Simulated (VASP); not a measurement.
Computed with PBE GGA, VASP's PBE PAW potentials (set 64) (plane waves; VASP).

A VASP calculation is set up with these files.

File KPOINTS:
```
Automatic mesh
0
Gamma
5 5 7
0 0 0
```

### INCAR
```
NELM = 100   ! most electronic steps
ENCUT = 520   ! plane-wave cut-off (eV)
EDIFFG = -0.01   ! ionic stop
NSW = 30   ! most ionic steps
ISMEAR = 0
IBRION = 2   ! conjugate gradients
LREAL = F   ! projection in real space or not
SIGMA = 0.05
SYSTEM = MgF2
GGA = PE   ! PBE
LCHARG = F
EDIFF = 1E-7
ALGO = Normal
LASPH = T   ! aspherical one-centre terms
ISIF = 4   ! ions and shape, fixed volume
LWAVE = F
PREC = Accurate
```

**POSCAR**
```
MgF2
1
    4.7717379809     0.0000000000     0.0000000000
    0.0000000000     4.7717379809     0.0000000000
    0.0000000000     0.0000000000     3.1475605749
Mg F
2 4
Direct
  1.0000000000   0.0000000000   1.0000000000
  0.5000000000   0.5000000000   0.5000000000
  0.3031236327   0.3031236327   1.0000000000
  0.8031236327   0.1968763673   0.5000000000
  0.1968763673   0.8031236327   0.5000000000
  0.6968763673   0.6968763673   0.0000000000
```

POTCAR, in this order: Mg F (PBE.64 set). Program: vasp_std.

The run wrote:

**OSZICAR**
```
       N       E                     dE             d eps       ncg     rms          rms(c)
DAV:   1     0.210306641439E+03    0.21031E+03   -0.18146E+04  1000   0.149E+03
DAV:   2    -0.228717562057E+02   -0.23318E+03   -0.22499E+03  1324   0.333E+02
DAV:   3    -0.340532486299E+02   -0.11181E+02   -0.11145E+02  1140   0.764E+01
DAV:   4    -0.341350244990E+02   -0.81776E-01   -0.81758E-01  1072   0.754E+00
DAV:   5    -0.341355667355E+02   -0.54224E-03   -0.54222E-03  1120   0.631E-01    0.100E+01
DAV:   6    -0.314478936208E+02    0.26877E+01   -0.11749E+01  1092   0.257E+01    0.315E+00
DAV:   7    -0.314600444961E+02   -0.12151E-01   -0.11457E-01  1000   0.265E+00    0.193E+00
DAV:   8    -0.314854784857E+02   -0.25434E-01   -0.64318E-02  1088   0.290E+00    0.173E-01
DAV:   9    -0.314867524941E+02   -0.12740E-02   -0.37151E-03  1104   0.447E-01    0.789E-02
DAV:  10    -0.314869428573E+02   -0.19036E-03   -0.29801E-04  1084   0.145E-01    0.111E-02
DAV:  11    -0.314869452792E+02   -0.24219E-05   -0.20802E-05  1108   0.383E-02    0.801E-03
DAV:  12    -0.314869455947E+02   -0.31546E-06   -0.82591E-06  1080   0.235E-02    0.180E-03
DAV:  13    -0.314869455735E+02    0.21156E-07   -0.40860E-07  1068   0.531E-03
   1 F= -.31486946E+02 E0= -.31486946E+02  d E =-.314869E+02
       N       E                     dE             d eps       ncg     rms          rms(c)
DAV:   1    -0.314888381868E+02   -0.18926E-02   -0.77792E-01   960   0.819E+00    0.274E-01
DAV:   2    -0.314896274223E+02   -0.78924E-03   -0.15894E-02  1104   0.107E+00    0.151E-01
DAV:   3    -0.314892440134E+02    0.38341E-03   -0.28701E-04  1104   0.202E-01    0.537E-02
DAV:   4    -0.314891954374E+02    0.48576E-04   -0.13416E-04  1116   0.121E-01    0.982E-03
DAV:   5    -0.314891965391E+02   -0.11016E-05   -0.13900E-05  1048   0.301E-02    0.636E-03
DAV:   6    -0.314891966369E+02   -0.97803E-07   -0.64523E-07  1088   0.916E-03
   2 F= -.31489197E+02 E0= -.31489197E+02  d E =-.225106E-02
       N       E                     dE             d eps       ncg     rms          rms(c)
DAV:   1    -0.314896433553E+02   -0.44682E-03   -0.20410E+00   960   0.133E+01    0.445E-01
DAV:   2    -0.314917091739E+02   -0.20658E-02   -0.41746E-02  1100   0.174E+00    0.245E-01
DAV:   3    -0.314907011091E+02    0.10081E-02   -0.77654E-04  1104   0.329E-01    0.880E-02
DAV:   4    -0.314905692501E+02    0.13186E-03   -0.34877E-04  1112   0.195E-01    0.159E-02
DAV:   5    -0.314905722059E+02   -0.29557E-05   -0.36655E-05  1040   0.486E-02    0.104E-02
DAV:   6    -0.314905724909E+02   -0.28507E-06   -0.16600E-06  1092   0.147E-02    0.334E-03
DAV:   7    -0.314905726898E+02   -0.19889E-06   -0.66288E-07  1092   0.797E-03    0.145E-03
DAV:   8    -0.314905726666E+02    0.23252E-07   -0.12690E-07   656   0.410E-03
   3 F= -.31490573E+02 E0= -.31490573E+02  d E =-.362709E-02
```

OUTCAR:
```
------------------------ aborting loop because EDIFF is reached ----------------------------------------
  FORCE on cell =-STRESS in cart. coord.  units (eV):
  Direction    XX          YY          ZZ          XY          YZ          ZX
  --------------------------------------------------------------------------------------
  Total       -2.0970971     -2.0970971     -2.0979530     -0.0000000      0.0000000      0.0000000
  in kB      -46.8815382    -46.8815382    -46.9006711     -0.0000000      0.0000000      0.0000000
  external PRESSURE =     -46.8879158 kB  Pullay stress =       0.0000000 kB
  volume of cell :       71.67
      direct lattice vectors                 reciprocal lattice vectors
     4.786203264 -0.000000000  0.000000000     0.208933876  0.000000000  0.000000000
    -0.000000000  4.786203264  0.000000000     0.000000000  0.208933876  0.000000000
     0.000000000  0.000000000  3.128563659     0.000000000  0.000000000  0.319635497
 POSITION                                       TOTAL-FORCE (eV/Angst)
 -----------------------------------------------------------------------------------
      0.00000      0.00000      0.00000         0.000000      0.000000      0.000000
      2.39310      2.39310      1.56428        -0.000000      0.000000      0.000000
      1.45944      1.45944      0.00000        -0.000465     -0.000465     -0.000000
      3.85254      0.93366      1.56428        -0.000465      0.000465      0.000000
      0.93366      3.85254      1.56428         0.000465     -0.000465      0.000000
      3.32676      3.32676      0.00000         0.000465      0.000465      0.000000
 -----------------------------------------------------------------------------------
    total drift:                                0.000000     -0.000000     -0.000000
  FREE ENERGIE OF THE ION-ELECTRON SYSTEM (eV)
  ---------------------------------------------------
  free  energy   TOTEN  =       -31.4905726666 eV

  energy  without entropy=      -31.4905726666  energy(sigma->0) =      -31.49057267

 reached required accuracy - stopping structural energy minimisation
```
(Selected blocks of OUTCAR.)

CONTCAR:
```
MgF2
   1.00000000000000
     4.7862032637853256   -0.0000000000000000    0.0000000000000000
    -0.0000000000000000    4.7862032637853256    0.0000000000000000
     0.0000000000000000    0.0000000000000000    3.1285636586821886
  Mg              F
     2     4
Direct
     0.0000000000000000    0.0000000000000000    0.0000000000000000
     0.5000000000000000    0.5000000000000000    0.5000000000000000
     0.3049268354439447    0.3049268354439447    0.0000000000000000
     0.8049268354439447    0.1950731645560553    0.5000000000000000
     0.1950731645560553    0.8049268354439447    0.5000000000000000
     0.6950731645560553    0.6950731645560553    0.0000000000000000
```

The compound is MgF2 in the rutile structure. This cell is one point of a volume scan, at 1.06 of the reference volume. Symmetry was kept, so distortions that lower it aren't found.
